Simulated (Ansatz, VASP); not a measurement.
**Cross-check of GaP (GaP(110)) between VASP and Ansatz**

One calculation is typed for both programs; each brings its own data sets. How far apart do they land? Of the first pair: The structure shown is the end of the VASP relaxation below. Valence electrons are named where the data sets of a main pair hold unlike numbers.

Main program and level: Ansatz 0.2.0; plane waves, with VASP 6.6.1 beside it; single point at PBE and band structure at PBE.

**1. Set-up**

The cell holds 18 atoms: 9 Ga and 9 P. Its edges and angles: a = 3.796 Å, b = 5.368 Å, c = 31.943 Å, α = 90.0°, β = 90.0°, γ = 90.0°. It derives from GaP. As first built, before any earlier steps moved the atoms (in the runner's words): 9 layers, strained by -3 % in the plane. Vacuum lies along c.

**2. VASP: relaxation, PBE**

This run makes the geometry at which the two programs are then compared.

Lines of VASP's logs that name or quote its potential files are left out, and so is its time.

File INCAR:

```
SYSTEM = GaP
PREC = Normal
ENCUT = 320
EDIFF = 1E-05
NELM = 120
ISMEAR = 0
SIGMA = 0.03
LREAL = Auto
ALGO = Fast
GGA = PE
NBANDS = 54
LORBIT = 11
LWAVE = .FALSE.
LCHARG = .FALSE.
KPAR = 2
NCORE = 2
IBRION = 2
NSW = 60
ISIF = 2
EDIFFG = -0.03
POTIM = 0.4
MAXMIX = 40
IDIPOL = 3
LDIPOL = .TRUE.
DIPOL = 0.5 0.5 0.5
```

File POSCAR:

```
GaP
1.0
    3.7956715778      0.0000000000      0.0000000000
    0.0000000000      5.3678902236      0.0000000000
    0.0000000000      0.0000000000     31.9429714936
Ga P
9 9
Direct
    0.0000000000      0.0000000000      0.2504463300
    0.5000000000      0.5000000000      0.3128347500
    0.0000000000      0.0000000000      0.3752231700
    0.5000000000      0.5000000000      0.4376115800
    0.0000000000      0.0000000000      0.5000000000
    0.5000000000      0.5000000000      0.5623884200
    0.0000000000      0.0000000000      0.6247768300
    0.5000000000      0.5000000000      0.6871652500
    0.0000000000      0.0000000000      0.7495536700
    0.0000000000      0.7500000000      0.3128347500
    0.5000000000      0.2500000000      0.2504463300
    0.0000000000      0.7500000000      0.4376115800
    0.5000000000      0.2500000000      0.3752231700
    0.0000000000      0.7500000000      0.5623884200
    0.5000000000      0.2500000000      0.5000000000
    0.0000000000      0.7500000000      0.6871652500
    0.5000000000      0.2500000000      0.6247768300
    0.5000000000      0.2500000000      0.7495536700
```

File KPOINTS:

```
Automatic mesh
0
Gamma
6 5 1
0 0 0
```

The projector-augmented-wave data sets are Ga and P (PBE family, release 64).

Run with:

```bash
mpirun -np 4 vasp_std
```

Numbers of over 12 decimals in the logs are rounded to 6 here.

The log of the run:

```text
[banner, memory and clock lines left out]
running    4 mpi-ranks, on    1 nodes
 distrk:  each k-point on    2 cores,    2 groups
 distr:  one band on    2 cores,    1 groups

 POSCAR found type information on POSCAR GaP
 POSCAR found :  2 types and      18 ions
 LDA part: xc-table for (Slater+PW92), standard interpolation
 POSCAR, INCAR and KPOINTS ok, starting setup
 FFT: planning ... GRIDC
 FFT: planning ... GRID_SOFT
 FFT: planning ... GRID
 WAVECAR not read
 entering main loop
       N       E                     dE             d eps       ncg     rms          rms(c)
DAV:   1     0.292550212733E+03    0.29255E+03   -0.19373E+04  1320   0.702E+02
DAV:   2    -0.470779256482E+02   -0.33963E+03   -0.32640E+03  1726   0.157E+02
DAV:   3    -0.804515051457E+02   -0.33374E+02   -0.32923E+02  1544   0.505E+01
DAV:   4    -0.817935119824E+02   -0.13420E+01   -0.13368E+01  1864   0.114E+01
DAV:   5    -0.818342948028E+02   -0.40783E-01   -0.40755E-01  1762   0.190E+00    0.153E+01
RMM:   6    -0.787532455600E+02    0.30810E+01   -0.40031E+00  1296   0.448E+00    0.908E+00
RMM:   7    -0.784013395425E+02    0.35191E+00   -0.47843E+00  1296   0.486E+00    0.271E+00
RMM:   8    -0.782993243612E+02    0.10202E+00   -0.88716E-01  1297   0.249E+00    0.695E-01
RMM:   9    -0.782693713119E+02    0.29953E-01   -0.80794E-02  1327   0.881E-01    0.287E-01
RMM:  10    -0.782719239487E+02   -0.25526E-02   -0.26168E-02  1556   0.410E-01    0.228E-01
RMM:  11    -0.782714509289E+02    0.47302E-03   -0.41890E-03  1305   0.183E-01    0.709E-02
RMM:  12    -0.782719785452E+02   -0.52762E-03   -0.13580E-03  1383   0.106E-01    0.495E-02
RMM:  13    -0.782723072803E+02   -0.32874E-03   -0.36309E-04  1373   0.512E-02    0.226E-02
RMM:  14    -0.782725343436E+02   -0.22706E-03   -0.17385E-04  1205   0.316E-02    0.132E-02
RMM:  15    -0.782726671780E+02   -0.13283E-03   -0.70171E-05  1037   0.181E-02    0.973E-03
RMM:  16    -0.782727554455E+02   -0.88268E-04   -0.26669E-05   942   0.121E-02    0.114E-02
RMM:  17    -0.782728166482E+02   -0.61203E-04   -0.19180E-05   916   0.970E-03    0.595E-03
RMM:  18    -0.782728269016E+02   -0.10253E-04   -0.11973E-05   895   0.612E-03    0.300E-03
RMM:  19    -0.782728710440E+02   -0.44142E-04   -0.37420E-06   758   0.429E-03    0.350E-03
RMM:  20    -0.782728844949E+02   -0.13451E-04   -0.17459E-06   617   0.315E-03    0.234E-03
RMM:  21    -0.782729078571E+02   -0.23362E-04   -0.10418E-06   533   0.274E-03    0.914E-04
RMM:  22    -0.782729112805E+02   -0.34235E-05   -0.19391E-07   459   0.215E-03
   1 F= -.78272911E+02 E0= -.78272911E+02  d E =-.782729E+02
[... from here on, the cycles between the ionic steps are left out ...]
   2 F= -.78677308E+02 E0= -.78677308E+02  d E =-.404397E+00
  13 F= -.79670551E+02 E0= -.79670551E+02  d E =-.583579E-02
  14 F= -.79670801E+02 E0= -.79670801E+02  d E =-.608587E-02
  15 F= -.79673466E+02 E0= -.79673466E+02  d E =-.266527E-02
  16 F= -.79673523E+02 E0= -.79673523E+02  d E =-.272236E-02
  17 F= -.79675577E+02 E0= -.79675577E+02  d E =-.205447E-02
  18 F= -.79676070E+02 E0= -.79676070E+02  d E =-.254727E-02
  19 F= -.79677293E+02 E0= -.79677293E+02  d E =-.122240E-02
  20 F= -.79677298E+02 E0= -.79677298E+02  d E =-.122752E-02
  21 F= -.79677679E+02 E0= -.79677679E+02  d E =-.381120E-03
  22 F= -.79677690E+02 E0= -.79677690E+02  d E =-.392295E-03
 curvature:  -2.97 expect dE=-0.615E-03 dE for cont linesearch -0.106E-06
 trial: gam= 0.47329 g(F)=  0.207E-03 g(S)=  0.000E+00 ort =-0.585E-05 (trialstep = 0.244E+01)
 search vector abs. value=  0.418E-03
 bond charge predicted
       N       E                     dE             d eps       ncg     rms          rms(c)
DAV:   1    -0.796777968535E+02   -0.11082E-03   -0.24685E-02  1308   0.465E-01    0.731E-02
RMM:   2    -0.796777565183E+02    0.40335E-04   -0.14291E-03  1297   0.132E-01    0.680E-02
RMM:   3    -0.796777459542E+02    0.10564E-04   -0.28910E-04  1312   0.604E-02    0.304E-02
RMM:   4    -0.796777619710E+02   -0.16017E-04   -0.10244E-04  1333   0.336E-02    0.209E-02
RMM:   5    -0.796778634827E+02   -0.10151E-03   -0.22349E-05   937   0.163E-02    0.169E-02
RMM:   6    -0.796779204697E+02   -0.56987E-04   -0.14985E-05   915   0.103E-02    0.578E-03
RMM:   7    -0.796779298005E+02   -0.93308E-05   -0.43517E-06   855   0.583E-03
  23 F= -.79677930E+02 E0= -.79677930E+02  d E =-.239775E-03
 trial-energy change:   -0.000240  1 .order   -0.000238   -0.000497    0.000021
 step:   2.3394(harm=  2.3394)  dis= 0.00266  next Energy=   -79.677929 (dE=-0.239E-03)
 reached required accuracy - stopping structural energy minimisation
```

OUTCAR, selected parts (step 2):

```text
ion  position               nearest neighbor table
   1  0.000  0.000  0.250-  11 2.32  11 2.32  10 2.40
   2  0.500  0.500  0.313-  10 2.32  10 2.32  13 2.40  11 2.40
   3  0.000  0.000  0.375-  13 2.32  13 2.32  12 2.40  10 2.40
   4  0.500  0.500  0.438-  12 2.32  12 2.32  13 2.40  15 2.40
   5  0.000  0.000  0.500-  15 2.32  15 2.32  12 2.40  14 2.40
   6  0.500  0.500  0.562-  14 2.32  14 2.32  17 2.40  15 2.40
   7  0.000  0.000  0.625-  17 2.32  17 2.32  14 2.40  16 2.40
   8  0.500  0.500  0.687-  16 2.32  16 2.32  18 2.40  17 2.40
   9  0.000  0.000  0.750-  18 2.32  18 2.32  16 2.40
  10  0.000  0.750  0.313-   2 2.32   2 2.32   3 2.40   1 2.40
  11  0.500  0.250  0.250-   1 2.32   1 2.32   2 2.40
  12  0.000  0.750  0.438-   4 2.32   4 2.32   3 2.40   5 2.40
  13  0.500  0.250  0.375-   3 2.32   3 2.32   4 2.40   2 2.40
  14  0.000  0.750  0.562-   6 2.32   6 2.32   7 2.40   5 2.40
  15  0.500  0.250  0.500-   5 2.32   5 2.32   6 2.40   4 2.40
  16  0.000  0.750  0.687-   8 2.32   8 2.32   9 2.40   7 2.40
  17  0.500  0.250  0.625-   7 2.32   7 2.32   6 2.40   8 2.40
  18  0.500  0.250  0.750-   9 2.32   9 2.32   8 2.40

  LATTYP: Found a simple orthorhombic cell.
 ALAT       =     3.7956715778
 B/A-ratio  =     1.4142135624
 C/A-ratio  =     8.4156310257

 Subroutine GETGRP returns: Found  4 space group operations
 (whereof  4 operations were pure point group operations)

The static configuration has the point symmetry C_2v.

 Found     12 irreducible k-points:

   k-points           NKPTS =     12   k-points in BZ     NKDIM =     12   number of bands    NBANDS=     54

   dimension x,y,z NGX =    18 NGY =   24 NGZ =  140
   dimension x,y,z NGXF=    36 NGYF=   48 NGZF=  280

   ENCUT  =  320.0 eV  23.52 Ry    4.85 a.u.   5.54  7.83 46.59*2*pi/ulx,y,z

   NELECT =      72.0000    total number of electrons

 k-points in reciprocal lattice and weights: Automatic mesh
   0.00000000  0.00000000  0.00000000       0.033
   0.16666667  0.00000000  0.00000000       0.067
   0.33333333  0.00000000  0.00000000       0.067
   0.50000000  0.00000000  0.00000000       0.033
   0.00000000  0.20000000  0.00000000       0.067
   0.16666667  0.20000000  0.00000000       0.133
   0.33333333  0.20000000  0.00000000       0.133
   0.50000000  0.20000000  0.00000000       0.067
   0.00000000  0.40000000  0.00000000       0.067
   0.16666667  0.40000000  0.00000000       0.133
   0.33333333  0.40000000  0.00000000       0.133
   0.50000000  0.40000000  0.00000000       0.067

 dipolmoment           0.000000      0.000000     -0.000000 electrons x Angstroem

 average (electrostatic) potential at core
       1 -17.7127       2 -17.4681       3 -17.4431       4 -17.4503       5 -17.4342
       6 -17.4503       7 -17.4431       8 -17.4681       9 -17.7127      10 -88.4796
      11 -88.0846      12 -88.4083      13 -88.3897      14 -88.4083      15 -88.4013
      16 -88.4796      17 -88.3897      18 -88.0846

 E-fermi :  -0.1257

 k-point     1 :       0.0000    0.0000    0.0000
  band No.  band energies     occupation
    ...
     32      -0.8441      2.00000
     33      -0.6283      2.00000
     34      -0.6105      2.00000
     35      -0.3904      2.00000
     36      -0.2744      2.00000
     37       1.0674      0.00000
     38       1.4248      0.00000
     39       1.6533      0.00000
     40       1.6735      0.00000
     41       1.7454      0.00000
    ...

 k-point     2 :       0.1667    0.0000    0.0000
  band No.  band energies     occupation
    ...
     32      -1.6065      2.00000
     33      -1.3724      2.00000
     34      -1.2952      2.00000
     35      -0.9830      2.00000
     36      -0.9275      2.00000
     37       1.2632      0.00000
     38       1.7757      0.00000
     39       1.9241      0.00000
     40       2.5097      0.00000
     41       2.5156      0.00000
    ...

 k-point     3 :       0.3333    0.0000    0.0000
  band No.  band energies     occupation
    ...
     32      -2.2055      2.00000
     33      -2.0302      2.00000
     34      -1.7832      2.00000
     35      -1.4891      2.00000
     36      -1.2504      2.00000
     37       1.0589      0.00000
     38       1.2040      0.00000
     39       1.6887      0.00000
     40       1.8401      0.00000
     41       2.1336      0.00000
    ...

  Total       11.4402131      7.2692814     -0.5139037      0.0000000      0.0000000      0.0000000
  in kB       28.1628841     17.8951150     -1.2650996      0.0000000      0.0000000      0.0000000
  external PRESSURE =      14.9309665 kB  Pullay stress =       0.0000000 kB

  energy-cutoff  :      320.00
  volume of cell :      650.83
      direct lattice vectors                 reciprocal lattice vectors
     3.795671578  0.000000000  0.000000000     0.263457989  0.000000000  0.000000000
     0.000000000  5.367890224  0.000000000     0.000000000  0.186292930  0.000000000
     0.000000000  0.000000000 31.942971494     0.000000000  0.000000000  0.031305791

 POSITION                                       TOTAL-FORCE (eV/Angst)
 -----------------------------------------------------------------------------------
      0.00000      0.30216      8.39903         0.000000      0.001779      0.001217
      1.89784      2.57550      9.88012        -0.000000     -0.008543      0.017388
      0.00000      5.29223     12.01014        -0.000000      0.002523     -0.004829
      1.89784      2.60234     13.95899        -0.000000     -0.001566      0.001178
      0.00000      5.29828     15.97149        -0.000000     -0.001691     -0.000000
      1.89784      2.60234     17.98398        -0.000000     -0.001566     -0.001178
      0.00000      5.29223     19.93283        -0.000000      0.002523      0.004829
      1.89784      2.57550     22.06285        -0.000000     -0.008543     -0.017388
      0.00000      0.30216     23.54394         0.000000      0.001779     -0.001217
      0.00000      3.97093     10.01506        -0.000000      0.001580      0.006715
      1.89784      1.47283      7.73917         0.000000      0.006222      0.004479
      0.00000      3.98642     13.98692        -0.000000     -0.003105     -0.004287
      1.89784      1.31771     11.94545        -0.000000      0.002183     -0.011997
      0.00000      3.98642     17.95605         0.000000     -0.003105      0.004287
      1.89784      1.31444     15.97149        -0.000000     -0.000454     -0.000000
      0.00000      3.97093     21.92791        -0.000000      0.001580     -0.006715
      1.89784      1.31771     19.99753        -0.000000      0.002183      0.011997
      1.89784      1.47283     24.20380         0.000000      0.006222     -0.004479
 -----------------------------------------------------------------------------------
    total drift:                               -0.000000     -0.033767      0.000008

  FREE ENERGIE OF THE ION-ELECTRON SYSTEM (eV)
  ---------------------------------------------------
  free  energy   TOTEN  =       -79.6779298005 eV

  energy  without entropy=      -79.6779298005  energy(sigma->0) =      -79.67792980

 reached required accuracy - stopping structural energy minimisation

 vacuum level on the upper side and lower side of the slab         4.532         4.532

 total charge
# of ion       s       p       d       tot
------------------------------------------
    1        1.137   1.098   0.134   2.369
    2        1.068   1.238   0.164   2.470
    3        1.073   1.271   0.167   2.511
    4        1.072   1.267   0.167   2.506
    5        1.073   1.278   0.169   2.520
    6        1.072   1.267   0.167   2.506
    7        1.073   1.271   0.167   2.511
    8        1.068   1.238   0.164   2.470
    9        1.137   1.098   0.134   2.369
   10        1.027   1.522   0.000   2.549
   11        1.075   1.425   0.000   2.500
   12        1.024   1.530   0.000   2.553
   13        1.026   1.517   0.000   2.543
   14        1.024   1.530   0.000   2.553
   15        1.024   1.525   0.000   2.549
   16        1.027   1.522   0.000   2.549
   17        1.026   1.517   0.000   2.543
   18        1.075   1.425   0.000   2.500
--------------------------------------------------
tot         19.103  24.536   1.433  45.072

[... 3 further parts left out ...]
```

CONTCAR:

```
GaP
   1.00000000000000
     3.7956715777999999    0.0000000000000000    0.0000000000000000
     0.0000000000000000    5.3678902235999999    0.0000000000000000
     0.0000000000000000    0.0000000000000000   31.9429714936000018
  Ga              P
     9     9
Direct
     0.0000000000000000    0.0562898399591526    0.2629382932782596
     0.5000000000000000    0.4797982728249900    0.3093051115378297
     0.0000000000000000    0.9859058633769996    0.3759868409066915
     0.5000000000000000    0.4847981672339470    0.4369971307544123
     0.0000000000000000    0.9870328741707253    0.5000000000000000
     0.5000000000000000    0.4847981672339470    0.5630028692455877
     0.0000000000000000    0.9859058633769996    0.6240131590933087
     0.5000000000000000    0.4797982728249900    0.6906948884621706
     0.0000000000000000    0.0562898399591526    0.7370617067217402
     0.0000000000000000    0.7397553696072506    0.3135293534687628
     0.5000000000000000    0.2743772560630422    0.2422807539871012
     0.0000000000000000    0.7426426994916399    0.4378717303379141
     0.5000000000000000    0.2454806070563173    0.3739616169611077
     0.0000000000000000    0.7426426994916399    0.5621282696620860
     0.5000000000000000    0.2448709746025965    0.5000000000000000
     0.0000000000000000    0.7397553696072506    0.6864706465312372
     0.5000000000000000    0.2454806070563173    0.6260383830388924
     0.5000000000000000    0.2743772560630422    0.7577192460128988
```

The data set Ga keeps the semicore shell frozen, which is cheaper and a little less accurate.

(Part 1 of 3 ends here.)

[Lines on the potential files, build, host, timing and source positions are cut from VASP's logs without a mark.]

[Logs are printed without paths, hosts, clocks, repeated set-up lines and the standing remarks that a program may print on its own settings, such as how far it seeks lower states.]

[Hosts, paths, dates, database ids (printed as entryN), source tags and the programs' standing remarks are cut or masked in the printed files.]
